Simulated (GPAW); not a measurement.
A run of GPAW 26.7.0 is set up as follows.

The input run.py:

```python
from ase import Atoms
from ase.dft.bandgap import bandgap
from ase.io import write
from ase.units import GPa
from gpaw import GPAW, PW

atoms = Atoms(['Mg', 'Mg'],
              cell=[[3.2093, 0.0, 0.0],
                    [-1.60465, 2.7793353284, 0.0],
                    [0.0, 0.0, 5.2103]],
              scaled_positions=[[0.6666666667, 0.3333333333, 0.75],
                                [0.3333333333, 0.6666666667, 0.25]],
              pbc=True)

calc = GPAW(mode=PW(800),
            xc='PBE',
            kpts={'size': (10, 10, 5), 'gamma': True},
            occupations={'name': 'fermi-dirac', 'width': 0.05},
            nbands=19,
            convergence={'density': 1e-05, 'energy': 1e-05},
            maxiter=150,
            txt='gpaw.txt')
atoms.calc = calc
energy = atoms.get_potential_energy()
forces = atoms.get_forces()
stress = atoms.get_stress()
calc.write('gs.gpw')
write('result.traj', atoms)
print(f'Energy: {energy:.6f} eV')
print('Forces (eV/A):')
print(forces.round(4))
print('Stress (GPa):', (stress / GPa).round(3))
print('Fermi level:', round(calc.get_fermi_level(), 4), 'eV')
print(f'Gap: {bandgap(calc)[0]:.4f} eV, direct: {bandgap(calc, direct=True)[0]:.4f} eV')
```

Potentials or basis: GPAW PAW data sets (gpaw-data 1.2.1), pw.

Run with:

```console
$ OMP_NUM_THREADS=1 python run.py
```

(1) Predict the pressure.

(2) Estimate the band gap on the k mesh.

Answers

(1) -0.4 GPa.

(2) none (metal or under the smearing width).
